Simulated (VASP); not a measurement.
# Hg (I4_1/amd) in VASP: notebook

Runs on Hg. Level: PBE. Tasks: single point.

Everything below comes from runs of VASP 6.6.1. Logs are shortened: lines on timing, memory, paths and dates and some standing lists are left out, and cuts for length are marked.

### 1 The crystal as given

Symmetry: I4_1/amd, No. 141, tetragonal system. Conventional cell: a = 5.860 Å, b = 5.860 Å, c = 3.145 Å, α = 90.00°, β = 90.00°, γ = 90.00°. Hg (site symmetry -4m2) is surrounded by 6 Hg at 3.03 to 3.15 Å.

### 2 Single point, PBE

File INCAR:

```
SYSTEM = Hg
PREC = Accurate
ENCUT = 520
EDIFF = 1E-6
ISMEAR = 0
SIGMA = 0.1
LREAL = .False.
LASPH = .True.
NELM = 60
ALGO = Normal
ISIF = 2
LWAVE = .False.
LCHARG = .False.
GGA = PE
NBANDS = 19
```

File KPOINTS:

```
regular mesh
0
Gamma
  6 6 6
  0 0 0
```

File POSCAR:

```
Hg
1.0
   -2.9297541400      2.9297541400      1.5725525500
    2.9297541400     -2.9297541400      1.5725525500
    2.9297541400      2.9297541400     -1.5725525500
Hg
2
Direct
    0.7500000000      0.2500000000      0.5000000000
    0.0000000000      0.0000000000      0.0000000000
```

Potentials or basis: VASP PAW PBE potentials, release 64 (Hg).

Run with:

```bash
> cat potpaw_PBE.64/Hg/POTCAR > POTCAR
> mpirun -np 1 vasp_std > vasp.out
```

OUTCAR:

```text
SYSTEM = Hg
   PREC = Accurate
   ENCUT = 520
   EDIFF = 1E-6
   ISMEAR = 0
   LREAL = .False.
   LASPH = .True.
   NELM = 60
   ISIF = 2
   GGA = PE

 ion  position               nearest neighbor table
   1  0.750  0.250  0.500-   2 3.03   2 3.03   2 3.03   2 3.03   2 3.76   2 3.76   2 3.76   2 3.76

   2  0.000  0.000  0.000-   1 3.03   1 3.03   1 3.03   1 3.03   1 3.76   1 3.76   1 3.76   1 3.76

  LATTYP: Found a body centered tetragonal cell.
 ALAT       =     5.8595082800
 C/A-ratio  =     0.5367523945

  Lattice vectors:

 A1 = (  -2.9297541400,   2.9297541400,   1.5725525500)
 A2 = (   2.9297541400,  -2.9297541400,   1.5725525500)
 A3 = (   2.9297541400,   2.9297541400,  -1.5725525500)

Analysis of symmetry for initial positions (statically):
=====================================================================
 Subroutine PRICEL returns:
 Original cell was already a primitive cell.

 Routine SETGRP: Setting up the symmetry group for a
 body centered tetragonal supercell.

 Subroutine GETGRP returns: Found 16 space group operations
 (whereof  8 operations were pure point group operations)
 out of a pool of 16 trial point group operations.

The static configuration has the point symmetry D_2d.
 The point group associated with its full space group is D_4h.

Analysis of symmetry for dynamics (positions and initial velocities):
=====================================================================
 Subroutine PRICEL returns:
 Original cell was already a primitive cell.

 Routine SETGRP: Setting up the symmetry group for a
 body centered tetragonal supercell.

 Subroutine GETGRP returns: Found 16 space group operations
 (whereof  8 operations were pure point group operations)
 out of a pool of 16 trial point group operations.

The dynamic configuration has the point symmetry D_2d.
 The point group associated with its full space group is D_4h.

 Subroutine INISYM returns: Found 16 space group operations
 (whereof  8 operations are pure point group operations),
 and found     1 'primitive' translations

----------------------------------------------------------------------------------------

                                     Primitive cell

  volume of cell :      53.9918

  direct lattice vectors                    reciprocal lattice vectors
    -2.929754140  2.929754140  1.572552550     0.000000000  0.170662785  0.317954398
     2.929754140 -2.929754140  1.572552550     0.170662785  0.000000000  0.317954398
     2.929754140  2.929754140 -1.572552550     0.170662785  0.170662785  0.000000000

  length of vectors
     4.431685928  4.431685928  4.431685928     0.360861172  0.360861172  0.241353625

  position of ions in fractional coordinates (direct lattice)
     0.750000000  0.250000000  0.500000000
     0.000000000  0.000000000  0.000000000

  ion indices of the primitive-cell ions
   primitive index   ion index
                 1           1
                 2           2

----------------------------------------------------------------------------------------

 KPOINTS: regular mesh

Automatic generation of k-mesh.
 Grid dimensions read from file:
 generate k-points for:    6    6    6

 Generating k-lattice:

  Cartesian coordinates                     Fractional coordinates (reciprocal lattice)
     0.000000000  0.028443797  0.052992400     0.166666667  0.000000000  0.000000000
     0.028443797  0.000000000  0.052992400     0.000000000  0.166666667  0.000000000
     0.028443797  0.028443797  0.000000000     0.000000000  0.000000000  0.166666667

  Length of vectors
     0.060143529  0.060143529  0.040225604

  Shift w.r.t. Gamma in fractional coordinates (k-lattice)
     0.000000000  0.000000000  0.000000000

 Subroutine IBZKPT returns following result:
 ===========================================

 Found     30 irreducible k-points:

 Following reciprocal coordinates:
            Coordinates               Weight
  0.000000  0.000000  0.000000      1.000000
  0.166667  0.000000 -0.000000      8.000000
  0.333333  0.000000  0.000000      8.000000
  0.500000  0.000000  0.000000      4.000000
  0.166667  0.166667 -0.000000      8.000000
  0.333333  0.166667  0.000000     16.000000
[... 16 lines left out ...]
 -0.333333 -0.333333  0.166667      8.000000
 -0.166667 -0.333333  0.166667      8.000000
 [... further k-points ...]
   k-points           NKPTS =     30   k-points in BZ     NKDIM =     30   number of bands    NBANDS=     19
   number of dos      NEDOS =    301   number of ions     NIONS =      2
   total plane-waves  NPLWV =  46656
   dimension x,y,z NGX =    36 NGY =   36 NGZ =   36
   dimension x,y,z NGXF=    72 NGYF=   72 NGZF=   72
   ions per type =               2
   NGX,Y,Z   is equivalent  to a cutoff of  13.50, 13.50, 13.50 a.u.
   NGXF,Y,Z  is equivalent  to a cutoff of  27.01, 27.01, 27.01 a.u.
 SYSTEM =  Hg
   PREC   = accura    normal or accurate (medium, high low for compatibility)
   ISTART =      0    job   : 0-new  1-cont  2-samecut
   ICHARG =      2    charge: 1-file 2-atom 10-const
   ISPIN  =      1    spin polarized calculation?
   LNONCOLLINEAR =      F non collinear calculations
   LSORBIT =      F    spin-orbit coupling
   LASPH  =      T    aspherical Exc in radial PAW
   ENCUT  =  520.0 eV  38.22 Ry    6.18 a.u.   8.24  8.24  8.24*2*pi/ulx,y,z
   NELM   =     60;   NELMIN=  2; NELMDL= -5     # of ELM steps
   EDIFF  = 0.1E-05   stopping-criterion for ELM
   LREAL  =      F    real-space projection
   EDIFFG = 0.1E-04   stopping-criterion for IOM
   NSW    =      0    number of steps for IOM
   IBRION =     -1    ionic relax: 0-MD 1-quasi-New 2-CG
   NFREE  =      0    steps in history (QN), initial steepest desc. (CG)
   ISIF   =      2    stress and relaxation
   ISYM   =      2    0-nonsym 1-usesym 2-fastsym
   POTIM  = 0.5000    time-step for ionic-motion
   TEBEG  =    0.0;   TEEND  =   0.0 temperature during run
   PSTRESS=    0.0 pullay stress
   NELECT =      24.0000    total number of electrons
   NUPDOWN=      -1.0000    fix difference up-down
   EMIN   =  10.00;   EMAX   =-10.00  energy-range for DOS
   EFERMI =   0.00;   METHOD = LEGACY
   ISMEAR =     0;   SIGMA  =   0.10  broadening in eV -4-tet -1-fermi 0-gaus
   EFERMI_NEDOS =   21; number of points for ismear=-14 and -15
   IALGO  =     38    algorithm
   IMIX   =      4    mixing-type and parameters
     AMIX     =   0.40;   BMIX     =  1.00
     AMIX_MAG =   1.60;   BMIX_MAG =  1.00
  volume/ion in A,a.u.               =      27.00       182.18
  Fermi-wavevector in a.u.,A,eV,Ry     =   1.249404  2.361030 21.238820  1.561009
  Thomas-Fermi vector in A             =   2.383446
   LORBIT       =      0    0 simple, 1 ext, 2 COOP (PROOUT), +10 PAW based schemes
   GGA     = PE    functional components
   LHFCALC =     F    Hartree Fock is set to
   AEXX    =    0.0000 exact exchange contribution
   IVDW    =     0    specifies the selected vdW correction
   LEPSILON=     F    determine dielectric tensor
   LRPA    =     F    only Hartree local field effects (RPA)
 non-spin polarized calculation
 Gauss-broadening in eV      SIGMA  =   0.10
  energy-cutoff  :      520.00
  volume of cell :       53.99
 maximum number of plane-waves:      1472
 NGX is ok and might be reduce to    36
   NGX = 17   NGY = 17   NGZ = 17

 number of electron      24.0000002 magnetization

 Free energy of the ion-electron system (eV)
  ---------------------------------------------------
  ext. energy  EPLUGINS =         0.00000000
  ---------------------------------------------------
  free energy    TOTEN  =        -0.32126794 eV

  energy without entropy =       -0.31407656  energy(sigma->0) =       -0.31767225

 E-fermi :   2.0217     XC(G=0): -10.0836

 val. band max:        2.0038852048   @ k =   0.5000   0.5000   0.3333
 cond. band min:       2.0416745755   @ k =  -0.1667  -0.3333   0.1667
 fundamental gap:      0.0377893707
 Fermi energy:         2.0217148218

 k-point     1 :       0.0000    0.0000    0.0000
  band No.  band energies     occupation
      1      -6.3739      2.00000
      2      -5.8187      2.00000
      3      -5.7005      2.00000
      4      -5.5332      2.00000
      5      -5.4399      2.00000
      6      -4.4216      2.00000
[... 11 lines left out ...]
     18      14.7761      0.00000
     19      14.8125      0.00000

 k-point     2 :       0.1667    0.0000   -0.0000
  band No.  band energies     occupation
      1      -5.8521      2.00000
      2      -5.7315      2.00000
      3      -5.5614      2.00000
      4      -5.1816      2.00000
      5      -5.1508      2.00000
      6      -4.7286      2.00000
[... 11 lines left out ...]
     18      11.8423      0.00000
     19      12.6942      0.00000

 k-point     3 :       0.3333    0.0000    0.0000
  band No.  band energies     occupation
      1      -5.6262      2.00000
      2      -5.4990      2.00000
      3      -5.3883      2.00000
      4      -5.0756      2.00000
      5      -4.9987      2.00000
      6      -4.6565      2.00000
[... 11 lines left out ...]
     18      10.5150      0.00000
     19      12.3416      0.00000

 k-point     4 :       0.5000    0.0000    0.0000
  band No.  band energies     occupation
      1      -5.6086      2.00000
      2      -5.4958      2.00000
      3      -5.4298      2.00000
      4      -5.3787      2.00000
      5      -4.8513      2.00000
      6      -4.7704      2.00000
[... 407 lines left out ...]
     18      14.1693      0.00000
     19      15.1535      0.00000

 k-point    23 :      -0.3333   -0.3333    0.1667
  band No.  band energies     occupation
      1      -5.5761      2.00000
      2      -5.4548      2.00000
      3      -5.1248      2.00000
      4      -4.9294      2.00000
      5      -4.8661      2.00000
      6      -4.7951      2.00000
[... 11 lines left out ...]
     18      13.3928      0.00000
     19      15.0921      0.00000

 k-point    24 :      -0.1667   -0.3333    0.1667
  band No.  band energies     occupation
      1      -5.6424      2.00000
      2      -5.4273      2.00000
      3      -5.4218      2.00000
      4      -5.0396      2.00000
      5      -4.9381      2.00000
      6      -4.9064      2.00000
[... 11 lines left out ...]
     18      11.1155      0.00000
     19      12.4798      0.00000

 [... further k-points ...]

------------------------ aborting loop because EDIFF is reached ----------------------------------------

  FORCE on cell =-STRESS in cart. coord.  units (eV):
  Direction    XX          YY          ZZ          XY          YZ          ZX
  --------------------------------------------------------------------------------------
  -------------------------------------------------------------------------------------
  Total        0.3938783      0.3938783      0.5371979      0.0000000      0.0000000      0.0000000
  in kB       11.6881318     11.6881318     15.9410675      0.0000000      0.0000000      0.0000000
  external PRESSURE =      13.1057770 kB  Pullay stress =       0.0000000 kB

 VOLUME and BASIS-vectors are now :
 -----------------------------------------------------------------------------
  energy-cutoff  :      520.00
  volume of cell :       53.99
      direct lattice vectors                 reciprocal lattice vectors
    -2.929754140  2.929754140  1.572552550     0.000000000  0.170662785  0.317954398
     2.929754140 -2.929754140  1.572552550     0.170662785  0.000000000  0.317954398
     2.929754140  2.929754140 -1.572552550     0.170662785  0.170662785  0.000000000

 POSITION                                       TOTAL-FORCE (eV/Angst)
 -----------------------------------------------------------------------------------
      0.00000      2.92975      0.78628         0.000000     -0.000000     -0.000000
      0.00000      0.00000      0.00000        -0.000000      0.000000      0.000000
 -----------------------------------------------------------------------------------
    total drift:                               -0.000000      0.000000     -0.000000

  FREE ENERGIE OF THE ION-ELECTRON SYSTEM (eV)
  ---------------------------------------------------
  free  energy   TOTEN  =        -0.3212679352 eV

  energy  without entropy=       -0.3140765579  energy(sigma->0) =       -0.31767225
```

Run time: 28 s. Hardware: 1 thread of Intel Xeon Platinum 8375C at 2.90GHz (Ice Lake), shared host; peak memory 0.2 GiB.

What came out:

- Free energy: -0.3213 eV
- Pressure: 1.3 GPa
- Band gap on the k mesh: none (metal or under the smearing width)

Levels at points of the mesh, in eV from the Fermi level:
```
           k point  band 8  band 9  band 10  band 11  band 12  band 13  band 14  band 15  band 16  band 17
(0.00, 0.00, 0.00)   -6.41   -6.41    -6.03    -5.61     1.02     1.76     1.76     7.55    10.73    10.73
(0.50, 0.00, 0.00)   -6.15   -6.06    -5.85    -2.37    -1.79     2.15     2.28     3.13     7.08     7.29
(0.50, 0.50, 0.00)   -6.44   -6.18    -6.18    -5.40    -5.40     5.42     5.42     5.93     5.93    10.65
(0.50, 0.50, 0.50)   -6.40   -6.37    -6.37    -2.78    -2.78    -1.68    -1.68    10.20    10.20    14.93
```

Caveat: the k mesh is coarse (spacing up to 0.38 Å⁻¹), so the values aren't converged.

### 3 Single point, PBE (Hg replaced by Mg, lengths x 1.041, strained and moved within the space group)

File INCAR:

```
  ALGO = Normal
  EDIFF = 1E-7
  ENCUT = 520
  GGA = PE
  ISIF = 2
  ISMEAR = 0
  LASPH = T
  LCHARG = F
  LREAL = F
  LWAVE = F
  NBANDS = 9
  NELM = 100
  PREC = Accurate
  SIGMA = 0.1
```

File KPOINTS:

```
k-points
0
Gamma
  14 14 14
```

File POSCAR:

```
Mg
1.0
   -3.2228864290      3.2228864290      1.5825724260
    3.2228864290     -3.2228864290      1.5825724260
    3.2228864290      3.2228864290     -1.5825724260
Mg
2
Direct
    0.7500000000      0.2500000000      0.5000000000
    0.0000000000      0.0000000000      0.0000000000
```

Potentials or basis: VASP PAW PBE potentials, release 64 (Mg).

Run with:

```bash
> cat potpaw_PBE.64/Mg/POTCAR > POTCAR
> mpirun -np 1 vasp_std > vasp.out
```

Run time: 96 s. Hardware: 1 thread of Intel Xeon Platinum 8259CL at 2.50GHz (Skylake/Cascade Lake), shared host; peak memory 0.3 GiB.

The run converged. Its results:

```
Free energy            : -2.2522 eV
Pressure               : -3.7 GPa
Band gap on the k mesh : none (metal or under the smearing width)
```

Stress tensor (GPa, compression positive):
```
-4.10  0.00  0.00
 0.00 -4.10  0.00
 0.00  0.00 -3.04
```

Levels at points of the mesh, in eV from the Fermi level:
| k point | band 1 | band 2 | band 3 | band 4 | band 5 | band 6 | band 7 |
| --- | --- | --- | --- | --- | --- | --- | --- |
| (0.00, 0.00, 0.00) | -5.50 | 1.18 | 1.18 | 1.24 | 2.82 | 7.49 | 8.13 |
| (0.50, 0.00, 0.00) | -0.95 | -0.92 | 1.81 | 2.50 | 2.56 | 3.24 | 5.88 |
| (0.50, 0.50, 0.00) | -3.72 | -3.72 | 2.83 | 2.83 | 3.75 | 3.75 | 9.60 |
| (0.50, 0.50, 0.50) | -2.32 | -2.32 | -1.53 | -1.53 | 8.44 | 8.44 | 10.83 |

### 4 Single point, PBE (Hg replaced by Mg, lengths x 1.041, strained and moved within the space group)

File INCAR:

```
ALGO = Fast
EDIFF = 1E-6
ENCUT = 520
GGA = PE
ISIF = 2
ISMEAR = 0
LASPH = T
LCHARG = T
LELF = T
LREAL = F
LVHAR = T
LWAVE = F
NBANDS = 9
NELM = 100
PREC = Accurate
SIGMA = 0.1
```

File KPOINTS:

```
k-points
0
Gamma
  6 6 6
```

POSCAR is that of step 3.

Potentials or basis: VASP PAW PBE potentials, release 64 (Mg).

Run with:

```bash
> cat potpaw_PBE.64/Mg/POTCAR > POTCAR
> mpirun -np 1 vasp_std > vasp.out
```

OUTCAR:

```text
EDIFF = 1E-6
   ENCUT = 520
   GGA = PE
   ISIF = 2
   ISMEAR = 0
   LASPH = T
   LREAL = F
   NELM = 100
   PREC = Accurate

 ion  position               nearest neighbor table
   1  0.750  0.250  0.500-   2 3.32   2 3.32   2 3.32   2 3.32
   2  0.000  0.000  0.000-   1 3.32   1 3.32   1 3.32   1 3.32

  LATTYP: Found a body centered tetragonal cell.
 ALAT       =     6.4457728580
 C/A-ratio  =     0.4910419467

  Lattice vectors:

[... 478 lines left out ...]

------------------------ aborting loop because EDIFF is reached ----------------------------------------

  FORCE on cell =-STRESS in cart. coord.  units (eV):
  Direction    XX          YY          ZZ          XY          YZ          ZX
  --------------------------------------------------------------------------------------
  -------------------------------------------------------------------------------------
  Total       -1.7418060     -1.7418060     -1.0324595      0.0000000     -0.0000000      0.0000000
  in kB      -42.4420917    -42.4420917    -25.1576461      0.0000000     -0.0000000      0.0000000
  external PRESSURE =     -36.6806099 kB  Pullay stress =       0.0000000 kB

 VOLUME and BASIS-vectors are now :
 -----------------------------------------------------------------------------
  energy-cutoff  :      520.00
  volume of cell :       65.75
      direct lattice vectors                 reciprocal lattice vectors
    -3.222886429  3.222886429  1.582572426     0.000000000  0.155140434  0.315941307
     3.222886429 -3.222886429  1.582572426     0.155140434  0.000000000  0.315941307
     3.222886429  3.222886429 -1.582572426     0.155140434  0.155140434  0.000000000

 POSITION                                       TOTAL-FORCE (eV/Angst)
 -----------------------------------------------------------------------------------
     -0.00000      3.22289      0.79129         0.000000     -0.000000      0.000000
      0.00000      0.00000      0.00000        -0.000000      0.000000     -0.000000
 -----------------------------------------------------------------------------------
    total drift:                               -0.000000      0.000000      0.000000

  FREE ENERGIE OF THE ION-ELECTRON SYSTEM (eV)
  ---------------------------------------------------
  free  energy   TOTEN  =        -2.2885454330 eV

  energy  without entropy=       -2.2835710725  energy(sigma->0) =       -2.28605825
```

It took 17 s on 1 thread of Intel Xeon Platinum 8259CL at 2.50GHz (Skylake/Cascade Lake), shared host; peak memory 0.2 GiB.

Results:

| Quantity | Value |
| --- | --- |
| Free energy | -2.2885 eV |
| Pressure | -3.7 GPa |
| Band gap on the k mesh | none (metal or under the smearing width) |

Stress tensor (GPa, compression positive):
```
-4.24  0.00  0.00
 0.00 -4.24  0.00
 0.00  0.00 -2.52
```

Levels at points of the mesh, in eV from the Fermi level:
| k point | band 1 | band 2 | band 3 | band 4 | band 5 | band 6 |
| --- | --- | --- | --- | --- | --- | --- |
| (0.00, 0.00, 0.00) | -5.39 | 1.29 | 1.29 | 1.36 | 2.93 | 7.60 |
| (0.50, 0.00, 0.00) | -0.84 | -0.80 | 1.93 | 2.61 | 2.67 | 3.35 |
| (0.50, 0.50, 0.00) | -3.61 | -3.61 | 2.95 | 2.95 | 3.86 | 3.86 |
| (0.50, 0.50, 0.50) | -2.21 | -2.21 | -1.41 | -1.41 | 8.55 | 8.55 |

Caveat: the k mesh is coarse (spacing up to 0.37 Å⁻¹), so the values aren't converged.

### 5 Summary

```tsv
potentials or basis	cell	k mesh	mesh quality	gap on the mesh (eV)	pressure (GPa)
VASP PAW PBE potentials, release 64 (Hg)	as given	6 × 6 × 6	coarse	none	1.3
VASP PAW PBE potentials, release 64 (Mg)	Hg replaced by Mg, lengths x 1.041, strained and moved within the space group	14 × 14 × 14	not flagged	none	-3.7
VASP PAW PBE potentials, release 64 (Mg)	Hg replaced by Mg, lengths x 1.041, strained and moved within the space group	6 × 6 × 6	coarse	none	-3.7
```

Alike in all rows: task single point; level PBE; no spin polarisation; cutoff (eV) 520; smearing gaussian 0.1 eV.

Caveats: some runs use coarse meshes.

Total energies depend on the potentials used, so only differences within one code and one set of settings carry meaning.
